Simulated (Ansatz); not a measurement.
## A strain series on C (diamond): isotropic on every length

C built on the diamond prototype, relaxed with r2SCAN in Ansatz, then strained (isotropic on every length; changes of length per length, axes as in the cell below) with the atoms relaxed again within the symmetry that is left. Space group Fd-3m (No. 227), cubic; a = 3.560 Å in the conventional setting, 5.64 Å³ an atom. C is surrounded by 4 C at 1.54 Å. The values are computed, spin-unpolarised, and not measurements.

```
CELL_PARAMETERS angstrom
0.00000 1.78012 1.78012
1.78012 0.00000 1.78012
1.78012 1.78012 0.00000
ATOMIC_POSITIONS crystal
C 0.00000 0.00000 0.00000
C 0.25000 0.25000 0.25000
```

Gaps are the least over each mesh (PBE 12×12×12, r2SCAN 12×12×12, HSE06 8×8×8 when unstrained) and the special points, which keep their unstrained names; stress is the change from the unstrained cell, compression positive.

```csv
strain (%),"gap, PBE (eV)","gap, r2SCAN (eV)","gap, HSE06 (eV)","edges, HSE06","mean stress, r2SCAN (GPa)","energy rise, r2SCAN (meV/atom)"
-4.0,4.431,4.658,–,–,+68.89,127.3
-3.0,4.358,4.581,–,–,+48.61,69.7
-2.0,4.285,4.506,–,–,+30.51,30.2
-1.0,4.214,4.433,5.374,Γ → Γ–X (0.73),+14.36,7.3
0.0,4.148,4.361,5.300,Γ → Γ–X (0.73),0.00,0.0
+1.5,4.054,4.257,5.192,Γ → Γ–X (0.72),-18.55,15.4
+2.0,4.022,4.223,5.156,Γ → Γ–X (0.72),-24.00,27.1
+3.0,3.958,4.156,5.085,Γ → Γ–X (0.72),-33.93,59.3
+4.0,3.895,4.090,5.014,Γ → Γ–X (0.72),-42.63,102.7
```

Problem. Estimate the row for a strain of +1.0 %.

Solution.
```csv
strain (%),"gap, PBE (eV)","gap, r2SCAN (eV)","gap, HSE06 (eV)","edges, HSE06","mean stress, r2SCAN (GPa)","energy rise, r2SCAN (meV/atom)"
+1.0,4.087,4.292,5.229,Γ → Γ–X (0.72),-12.74,6.9
```

Between zero and the nearest strains the slope of the HSE06 gap against strain is -0.075 eV per percent for negative and -0.071 for positive strain.

Where an edge lies off the special points, it is a point of the mesh or the k point where a search put PBE's edge or least direct gap, reused for the other functionals, whose own edges may lie a little apart.

The meshes of the hybrids are coarse, so their gaps aren't converged to the digits shown.
